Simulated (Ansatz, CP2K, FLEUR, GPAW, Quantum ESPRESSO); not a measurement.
One calculation of In, 6 ways

```
CELL_PARAMETERS angstrom
3.33548 0.00000 0.00000
-1.66774 2.88861 0.00000
0.00000 0.00000 23.26371
ATOMIC_POSITIONS crystal
In 0.66667 0.33333 0.32239
In 0.33333 0.66667 0.44080
In 0.66667 0.33333 0.55920
In 0.33333 0.66667 0.67761
```

Alike in all runs: functional PBE; k mesh 9 × 9 × 1; occupations fermi-dirac, width 0.05 eV; no spin polarisation; no spin-orbit coupling.

| program and potentials | plane-wave cutoff (eV) | notes | largest force (eV/Å) |
| --- | --- | --- | --- |
| Ansatz, all-electron LAPW, scalar-relativistic | - | - | 0.112 |
| Ansatz, Ansatz PAW | 420 | - | 0.112 |
| Quantum ESPRESSO, PseudoDojo 0.4.1 SR PBE standard | 952 | - | 0.111 |
| GPAW, GPAW PAW data sets (gpaw-data 1.2.1) | 450 | - | 0.098 |
| FLEUR, all-electron, FLAPW | - | - | 0.108 |
| CP2K, POTENTIAL_UZH In GTH-PBE-q13; TZVP-MOLOPT-PBE-GTH basis | - | atomic basis | 0.120 |

Force on atom 1 (In), eV/Å:

| program and potentials | x | y | z |
| --- | --- | --- | --- |
| Ansatz, all-electron LAPW, scalar-relativistic | 0.000 | 0.000 | -0.112 |
| Ansatz, Ansatz PAW | 0.000 | 0.000 | -0.112 |
| Quantum ESPRESSO, PseudoDojo 0.4.1 SR PBE standard | 0.000 | 0.000 | -0.111 |
| GPAW, GPAW PAW data sets (gpaw-data 1.2.1) | 0.000 | 0.000 | -0.095 |
| FLEUR, all-electron, FLAPW | 0.000 | 0.000 | -0.108 |
| CP2K, POTENTIAL_UZH In GTH-PBE-q13; TZVP-MOLOPT-PBE-GTH basis | 0.000 | 0.000 | -0.120 |

Rows in atomic bases carry the error of their basis and grid, which can be large.

The functional is the same throughout but for its coding, so the spread measures potentials, basis and numerics; runs on potential files found faulty are left out.
